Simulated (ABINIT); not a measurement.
Crystal: C.

```
CELL_PARAMETERS angstrom
2.52210 0.00000 0.00000
-1.26105 2.18420 0.00000
0.00000 0.00000 12.35570
ATOMIC_POSITIONS crystal
C 0.66667 0.33333 0.35417
C 0.33333 0.66667 0.85417
C 0.66667 0.33333 0.14583
C 0.33333 0.66667 0.64583
C 0.66667 0.33333 0.47917
C 0.33333 0.66667 0.97917
C 0.66667 0.33333 0.02083
C 0.33333 0.66667 0.52083
C 0.00000 0.00000 0.81250
C 0.00000 0.00000 0.31250
C 0.00000 0.00000 0.68750
C 0.00000 0.00000 0.18750
```

This is a hexagonal form of diamond, not graphite.

```yaml
Program: ABINIT 10.8.3 (patched build)
Task: relaxation of cell and atoms
Functional: LDA
Potentials_or_basis: JTH PAW LDA v2.0
Cutoff: 517 eV
k_mesh: 10 × 10 × 3
Occupations: fermi-dirac, width 0.05 eV
Spin: no spin polarisation
```

At the start: pressure -13.3 GPa; volume 5.67 Å³/atom.

Task: Where does the relaxation end?

Result: Over 6 steps the energy falls by 8.7 meV/atom and the volume is 5.50 Å³/atom (-3.0 %); space group P6_3/mmc (No. 194, to 0.05 Å).

The path:
| step | energy change (eV) | largest force (eV/Å) | pressure (GPa) | volume (Å³) |
| --- | --- | --- | --- | --- |
| 1 | 0.0000 | 0.3383 | -13.35 | 68.06 |
| 2 | -0.0882 | 0.2498 | 5.23 | 65.32 |
| 3 | -0.1026 | 0.1548 | -0.01 | 66.04 |
| 4 | -0.1040 | 0.0832 | -0.20 | 66.07 |
| 5 | -0.1048 | 0.0075 | -0.05 | 66.05 |
| 6 | -0.1048 | 0.0019 | 0.00 | 66.04 |

Final structure:
```cif
data_structure
_symmetry_space_group_name_H-M 'P 1'
_symmetry_Int_Tables_number 1
_cell_length_a 2.4912
_cell_length_b 2.4912
_cell_length_c 12.2873
_cell_angle_alpha 90.000
_cell_angle_beta 90.000
_cell_angle_gamma 120.000
_cell_volume 66.04
loop_
_atom_site_label
_atom_site_type_symbol
_atom_site_fract_x
_atom_site_fract_y
_atom_site_fract_z
_atom_site_occupancy
C1 C 0.66667 0.33333 0.35494 1
C2 C 0.33333 0.66667 0.85494 1
C3 C 0.66667 0.33333 0.14506 1
C4 C 0.33333 0.66667 0.64506 1
C5 C 0.66667 0.33333 0.47923 1
C6 C 0.33333 0.66667 0.97923 1
C7 C 0.66667 0.33333 0.02077 1
C8 C 0.33333 0.66667 0.52077 1
C9 C 0.00000 0.00000 0.81314 1
C10 C 0.00000 0.00000 0.31314 1
C11 C 0.00000 0.00000 0.68686 1
C12 C 0.00000 0.00000 0.18686 1
```

Caveat: the atomic spheres overlap.
